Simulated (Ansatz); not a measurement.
The elements of this relaxed crystal are hidden behind letters.

```
lattice vectors (Å)
   3.3151    0.0000    0.0000
  -1.6575    2.8709    0.0000
   0.0000    0.0000    5.1182
fractional positions
X 0.3333 0.6667 0.0062
X 0.6667 0.3333 0.5062
Z 0.3333 0.6667 0.3984
Z 0.6667 0.3333 0.8984
```

Level of theory: Ansatz 0.2.0, DFT PBE, scalar-relativistic, plane waves, PAW. The final run on the 4-atom cell used 420 eV, a Γ-centred 12×12×6 mesh, 0.02 eV smearing and no spin polarisation.

- Space group: P6_3mc (No. 186)
- Conventional cell: a = 3.315 Å, c = 5.118 Å
- Volume per atom: 12.18 Å³
- Density: 2.75 g/cm³
- Energy over the elements: −2.617 eV/atom
- Gap on the 12×12×6 mesh of the 4-atom cell: 3.41 eV

Energies are uncorrected and count from the elements' standard states at the same level.

Q: X is an s-block element of period 3 and Z is a p-block element of period 2. Which elements are they?

A: X = Mg, Z = O, so the formula is MgO, here in the wurtzite type. Density times volume gives a mean mass of 2.75 × 12.18/1.6605 = 20.2 u per atom, and this set has 20.2 u. Among the elements that the hints allow, noble gases aside, only these give it. Around Mg lie 4 O at 1.99–2.01 Å; around O lie 4 Mg at 1.99–2.01 Å.

Kohn–Sham gaps at this level usually fall short of measured ones. A later test with randomly moved atoms came back to the same energy, though modes that don't fit the test's cell weren't probed. Another cell of MgO relaxed alike, in P6_3/mmc (a Materials Project cell), lies 33 meV/atom lower, so this cell isn't the stable form at this level.
